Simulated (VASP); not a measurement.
Wanted: the native input for a VASP 6.6.1 run.

* Task: relaxation of cell and atoms
* Functional: LDA
* Potentials or basis: VASP PAW LDA potentials, release 64 (Ti_sv, Al)
* Cutoff: 600 eV
* k mesh: 14 × 14 × 14
* Occupations: methfessel-paxton, width 0.1 eV
* Spin: no spin polarisation
* Further INCAR settings: ALGO = Normal; EDIFF = 1e-06; IBRION = 2; EDIFFG = -0.01; NSW = 90; ISIF = 3

The structure of TiAl3 lies in POSCAR:

```
TiAl3
1.0
   -1.9111067713      1.9111067713      4.2806687947
    1.9111067713     -1.9111067713      4.2806687947
    1.9111067713      1.9111067713     -4.2806687947
Ti Al
1 3
Direct
    0.0000000000      0.0000000000      0.0000000000
    0.5000000000      0.5000000000      0.0000000000
    0.7500000000      0.2500000000      0.5000000000
    0.2500000000      0.7500000000      0.5000000000
```

The cell comes from a database or a generator and needn't be the stable form of this composition.

The input as run:

INCAR

```
  PREC = Accurate
  ENCUT = 600
  EDIFF = 1E-6
  ISMEAR = 1
  SIGMA = 0.1
  LREAL = F
  LASPH = T
  NELM = 80
  ALGO = Normal
  ISIF = 3
  LWAVE = F
  LCHARG = F
  GGA = CA
  IBRION = 2
  NSW = 90
  EDIFFG = -0.01
```

KPOINTS

```
regular mesh
0
Gamma
  14 14 14
```

Potentials or basis: VASP PAW LDA potentials, release 64 (Ti_sv, Al).

Run with:

```console
$ cat potpaw_LDA.64/Ti_sv/POTCAR potpaw_LDA.64/Al/POTCAR > POTCAR
$ mpirun -np 1 vasp_std > vasp.out
```

Results of the run:

The relaxed volume is 15.16 Å³/atom, the relaxed cell is a = 5.015 Å, b = 5.015 Å, c = 5.015 Å, α = 135.71°, β = 135.71°, γ = 64.43° and the space group after relaxing (to 0.05 Å) is I4/mmm (No. 139). The energy gained by relaxing is 5.1 meV/atom. The ionic steps are 3 and the pressure after relaxing is 0.0 GPa. The band gap on the k mesh is none (metal or under the smearing width).

Run time: 12 min on 1 thread of Intel(R) Xeon(R) Platinum 8259CL CPU @ 2.50GHz (Skylake/Cascade Lake), on a shared host, peak memory 0.41 GiB.
